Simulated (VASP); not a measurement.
Crystal: TiSe2.

```xyz
3
Lattice="3.5360 0.0000 0.0000 -1.7680 3.0623 0.0000 0.0000 0.0000 6.0040" Properties=species:S:1:pos:R:3 pbc="T T T"
Ti    0.0000    0.0000    0.0000
Se    0.0000    2.0415    1.5322
Se    1.7680    1.0208    4.4718
```

- Program: VASP 6.6.1
- Task: relaxation of cell and atoms
- Functional: PBE
- Dispersion: D3(BJ)
- Potentials or basis: VASP PAW PBE potentials, release 64 (Ti_sv, Se)
- Cutoff: 600 eV
- k mesh: 12 × 12 × 6
- Occupations: methfessel-paxton, width 0.1 eV
- Spin: no spin polarisation

At the start: pressure -1.6 GPa; volume 21.67 Å³/atom.

Task: Where does the relaxation end?

Result: Over 10 steps the energy falls by 7.6 meV/atom and the volume is 20.50 Å³/atom (-5.4 %); space group P-3m1 (No. 164, to 0.05 Å).

Step by step:
```tsv
step	energy change (eV)	largest force (eV/Å)	pressure (GPa)	volume (Å³)
1	0.0000	0.0905	-1.57	65.01
2	-0.0085	0.3343	0.77	63.04
3	-0.0091	0.2857	0.30	63.41
4	-0.0154	0.1559	0.07	62.97
5	-0.0171	0.0444	-0.12	62.60
6	-0.0193	0.0390	-0.05	62.32
7	-0.0226	0.0178	0.18	61.46
8	-0.0226	0.0158	0.20	61.41
9	-0.0222	0.0692	-0.44	61.77
10	-0.0227	0.0080	0.00	61.51
```

Final structure:
```xyz
3
Lattice="3.4818 0.0000 0.0000 -1.7409 3.0153 0.0000 0.0000 0.0000 5.8586" Properties=species:S:1:pos:R:3 pbc="T T T"
Ti    3.4818    0.0000    0.0000
Se    0.0000    2.0102    1.5548
Se    1.7409    1.0051    4.3038
```
